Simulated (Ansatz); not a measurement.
ZnO under strain — electric field gradients

The cell is a structure deposited in the COD, relaxed with PBE at fixed cell and then changed (z stretched by 2 %, ions relaxed).

```
Zn O
1.0
     3.24940    0.00000    0.00000
    -1.62470    2.81406    0.00000
     0.00000    0.00000    5.30788
Zn O
2 2
Direct
  0.33333 0.66667 0.00317
  0.66667 0.33333 0.50317
  0.33333 0.66667 0.37893
  0.66667 0.33333 0.87893
```

Sites (sets of like atoms) are named by element and the number of their first atom in this list.

Level of theory: DFT, PBE, plane waves and PAW, scalar-relativistic, 420 eV cutoff, Γ-centred 11×11×6 k-points, Fermi–Dirac smearing 0.02 eV (Ansatz 0.2.0).

Conventions: |V_zz| ≥ |V_yy| ≥ |V_xx|, η = (V_xx − V_yy)/V_zz, C_Q = eQV_zz/h. ν_Q = 3|C_Q|/[2I(2I − 1)].

⁶⁷Zn: I = 5/2, Q = 122.0 mb; ¹⁷O: I = 5/2, Q = -25.58 mb. Quadrupole moments are those of Pyykkö's year-2017 table.

```json
{"site": "Zn", "atoms (order as listed)": "1, 2", "first shell": "4 O at 1.99 Å", "C_Q (MHz)": "0.608", "η": "0.00", "ν_Q (MHz)": "0.091"}
{"site": "O", "atoms (order as listed)": "3, 4", "first shell": "4 Zn at 1.99 Å", "C_Q (MHz)": "-0.123", "η": "0.00", "ν_Q (MHz)": "0.018"}
```

An axis of threefold or higher order runs through Zn and O, so V_zz lies along it and η is zero.

With a gap of 0.7 eV on this mesh, small gradients can still move by 0.1 × 10²¹ V/m² or more as the k-mesh gets denser.

The relaxation (4 steps) took 6.1 s of wall time (6 s of CPU time) and 0.48 GiB at its peak, on 1 thread of AMD EPYC 9R45 (Zen 5) (x86_64; 16 cores open to the job, memory cap 3.0 GiB, no GPU), a shared host with a load of 0.3 a core.
